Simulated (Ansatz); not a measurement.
A relaxation computed with Ansatz, from input to last step.

```yaml
crystal:
  lattice:
    - [4.9745549417, 0.0, 0.0]
    - [-2.4872774708, 4.308090952, 0.0]
    - [0.0, 0.0, 8.5227549935]
  atoms:
    - { symbol: Si, position: [0.6666666667, 0.3333333333, 0.9370920428] }
    - { symbol: Si, position: [0.6666666667, 0.3333333333, 0.5629079572] }
    - { symbol: Si, position: [0.3333333333, 0.6666666667, 0.0629079572] }
    - { symbol: Si, position: [0.3333333333, 0.6666666667, 0.4370920428] }
    - { symbol: O, position: [0.0, 0.4033581721, 0.0] }
    - { symbol: O, position: [0.4033581721, 0.4033581721, 0.5] }
    - { symbol: O, position: [0.5966418279, 0.0, 0.5] }
    - { symbol: O, position: [0.5966418279, 0.5966418279, 0.0] }
    - { symbol: O, position: [0.0, 0.5966418279, 0.5] }
    - { symbol: O, position: [0.6666666667, 0.3333333333, 0.75] }
    - { symbol: O, position: [0.3333333333, 0.6666666667, 0.25] }
    - { symbol: O, position: [0.4033581721, 0.0, 0.0] }
basis:
  ecutwfc: 420
kpoints:
  mp_grid: { grid: [6, 6, 4] }
hamiltonian:
  xc: pbe
scf:
  occupations: { method: gaussian, width: 0.02 }
output:
  forces: true
  stress: true
  eigenvalues: true
relax:
  adjacent_minimum: "off"
  f_tol: 0.01
  max_steps: 30
  cell: { stress_tol: 0.1, fix: [volume] }
```

```bash
ansatz run input.yaml --threads 2 --pin off --max-ram 5120MiB --backend cpu --events-out ev --progress --plain --runs-dir out
```

These are results of Ansatz, DFT PBE, scalar-relativistic, plane waves, PAW, not measurements.

The volume is held at 0.94 times that of the relaxed cell.

Of 6 frames 5 are shown, positions in Å and forces in eV/Å; the SCF threshold varies from step to step. Steps run on the plane waves of an earlier cell, with a Pulay correction in the pressure. The basis is chosen afresh for the last frame, the zero of the energies, and at times for earlier ones too; energy and pressure can step there, also at an unchanged geometry. Where two frames share a geometry here, they differ by under 2 meV/atom and 0.3 GPa. The mark taken_back stands on steps that the optimiser undid.

```xyz
12
Lattice="4.9746 0.0000 0.0000 -2.4873 4.3081 0.0000 0.0000 0.0000 8.5228" Properties=species:S:1:pos:R:3:forces:R:3 pbc="T T T" step=1 free_energy_over_end_meV_per_atom=5.98 pressure_GPa=6.35
Si    2.4873    1.4360    7.9866    0.0000    0.0000    0.0268
Si    2.4873    1.4360    4.7975    0.0000    0.0000   -0.0268
Si    0.0000    2.8721    0.5361    0.0000    0.0000   -0.0268
Si    0.0000    2.8721    3.7252    0.0000    0.0000    0.0268
O    -1.0033    1.7377    0.0000    0.1731   -0.2999    0.0000
O     1.0033    1.7377    4.2614   -0.1731   -0.2999    0.0000
O     2.9680    0.0000    4.2614    0.3462    0.0000    0.0000
O     1.4840    2.5704    0.0000    0.1731    0.2999    0.0000
O    -1.4840    2.5704    4.2614   -0.1731    0.2999    0.0000
O     2.4873    1.4360    6.3921    0.0000    0.0000    0.0000
O     0.0000    2.8721    2.1307    0.0000    0.0000    0.0000
O     2.0065    0.0000    0.0000   -0.3462    0.0000    0.0000
12
Lattice="4.9694 0.0000 0.0000 -2.4847 4.3036 0.0000 0.0000 0.0000 8.5406" Properties=species:S:1:pos:R:3:forces:R:3 pbc="T T T" step=2 free_energy_over_end_meV_per_atom=4.25 pressure_GPa=5.71
Si    2.4847    1.4345    8.0026    0.0000    0.0000    0.0094
Si    2.4847    1.4345    4.8083    0.0000    0.0000   -0.0094
Si    0.0000    2.8691    0.5380    0.0000    0.0000   -0.0094
Si    0.0000    2.8691    3.7323    0.0000    0.0000    0.0094
O    -0.9970    1.7269    0.0000    0.1508   -0.2612    0.0000
O     0.9970    1.7269    4.2703   -0.1508   -0.2612    0.0000
O     2.9753    0.0000    4.2703    0.3016    0.0000    0.0000
O     1.4877    2.5767    0.0000    0.1508    0.2612    0.0000
O    -1.4877    2.5767    4.2703   -0.1508    0.2612    0.0000
O     2.4847    1.4345    6.4054    0.0000    0.0000    0.0000
O     0.0000    2.8691    2.1351    0.0000    0.0000    0.0000
O     1.9940    0.0000    0.0000   -0.3016    0.0000    0.0000
12
Lattice="4.9751 0.0000 0.0000 -2.4876 4.3086 0.0000 0.0000 0.0000 8.5208" Properties=species:S:1:pos:R:3:forces:R:3 pbc="T T T" step=3 free_energy_over_end_meV_per_atom=8.91 pressure_GPa=1.28 taken_back
Si    2.4876    1.4362    7.9715    0.0000    0.0000    1.4909
Si    2.4876    1.4362    4.8098    0.0000    0.0000   -1.4909
Si    0.0000    2.8724    0.5494    0.0000    0.0000   -1.4909
Si    0.0000    2.8724    3.7111    0.0000    0.0000    1.4909
O    -0.9600    1.6628    0.0000   -0.1747    0.3025    0.0000
O     0.9600    1.6628    4.2604    0.1747    0.3025    0.0000
O     3.0551    0.0000    4.2604   -0.3493    0.0000    0.0000
O     1.5275    2.6458    0.0000   -0.1747   -0.3025    0.0000
O    -1.5275    2.6458    4.2604    0.1747   -0.3025    0.0000
O     2.4876    1.4362    6.3906    0.0000    0.0000    0.0000
O     0.0000    2.8724    2.1302    0.0000    0.0000    0.0000
O     1.9201    0.0000    0.0000    0.3493    0.0000    0.0000
12
Lattice="4.9572 0.0000 0.0000 -2.4786 4.2931 0.0000 0.0000 0.0000 8.5825" Properties=species:S:1:pos:R:3:forces:R:3 pbc="T T T" step=4 free_energy_over_end_meV_per_atom=0.73 pressure_GPa=3.39
Si    2.4786    1.4310    8.0466    0.0000    0.0000   -0.3003
Si    2.4786    1.4310    4.8272    0.0000    0.0000    0.3003
Si    0.0000    2.8620    0.5359    0.0000    0.0000    0.3003
Si    0.0000    2.8620    3.7553    0.0000    0.0000   -0.3003
O    -0.9760    1.6906    0.0000    0.0633   -0.1096    0.0000
O     0.9760    1.6906    4.2913   -0.0633   -0.1096    0.0000
O     3.0051    0.0000    4.2913    0.1266    0.0000    0.0000
O     1.5026    2.6025    0.0000    0.0633    0.1096    0.0000
O    -1.5026    2.6025    4.2913   -0.0633    0.1096    0.0000
O     2.4786    1.4310    6.4369    0.0000    0.0000    0.0000
O     0.0000    2.8620    2.1456    0.0000    0.0000    0.0000
O     1.9521    0.0000    0.0000   -0.1266    0.0000    0.0000
12
Lattice="4.9524 0.0000 0.0000 -2.4762 4.2889 0.0000 0.0000 0.0000 8.5993" Properties=species:S:1:pos:R:3:forces:R:3 pbc="T T T" step=6 free_energy_over_end_meV_per_atom=0.00 pressure_GPa=2.39
Si    2.4762    1.4296    8.0570    0.0000    0.0000    0.0000
Si    2.4762    1.4296    4.8419    0.0000    0.0000    0.0000
Si    0.0000    2.8592    0.5423    0.0000    0.0000    0.0000
Si    0.0000    2.8592    3.7574    0.0000    0.0000    0.0000
O    -0.9670    1.6749    0.0000    0.0003   -0.0005    0.0000
O     0.9670    1.6749    4.2996   -0.0003   -0.0005    0.0000
O     3.0183    0.0000    4.2996    0.0005    0.0000    0.0000
O     1.5092    2.6140    0.0000    0.0003    0.0005    0.0000
O    -1.5092    2.6140    4.2996   -0.0003    0.0005    0.0000
O     2.4762    1.4296    6.4495    0.0000    0.0000    0.0000
O     0.0000    2.8592    2.1498    0.0000    0.0000    0.0000
O     1.9340    0.0000    0.0000   -0.0005    0.0000    0.0000
```

Time: 44 s on 2 threads of Intel(R) Xeon(R) Platinum 8259CL CPU @ 2.50GHz (Skylake/Cascade Lake), with other jobs on the host, peak memory 0.55 GiB.